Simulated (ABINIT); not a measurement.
Input of an ABINIT 10.8.3 (patched build) run:

Contents of run.abi:

```
# Pseudopotentials
pp_dirpath "./"
pseudos "Sn.upf, O.upf"

# Structure
acell 7.2068394886 7.2068394886 9.2349277318
rprim
     1.0000000000     0.0000000000     0.0000000000
     0.0000000000     1.0000000000     0.0000000000
     0.0000000000     0.0000000000     1.0000000000
ntypat 2
znucl 50 8
natom 4
typat 1 1 2 2
xred
     0.5091850000    -0.0043280000     0.7697660000
     0.0031930000     0.5007510000     0.2249020000
     0.0068460000     0.0034470000    -0.0019050000
     0.4935640000     0.4956290000    -0.0016140000
chkprim 0
chksymtnons 0
tolsym 1.0e-6

# Plane-wave basis
ecut 42.0

# k points
kptopt 1
ngkpt 7 7 6
nshiftk 1
shiftk 0.0 0.0 0.0

# Exchange and correlation
ixc -116133

# Bands and occupations
nband 24
occopt 3
tsmear 0.05 eV

# SCF cycle
nstep 100
tolvrs 1.0e-10

# Output
iomode 3
prtwf 0
prtden 0
prteig 0
prtebands 0
enunit 2
```

Potentials or basis: PseudoDojo NC SR PBEsol v0.4.1 standard.

The run is started by

```console
$ mpirun --bind-to none -np 4 abinit run.abi > log 2>&1
```

What does it give for the largest force?

0.934 eV/Å.

Predict the band gap on the k mesh.

0.58 eV, indirect (least direct gap 1.88 eV).

What does it give for the pressure?

2.6 GPa.

Stress tensor (GPa, compression positive):
```
 2.47  0.03 -0.17
 0.03  2.35  0.00
-0.17  0.00  2.84
```

Caveat: spin-orbit coupling is left out, which moves the levels of the heavy elements; an odd mesh through Γ misses points on the zone boundary, where band edges often lie.
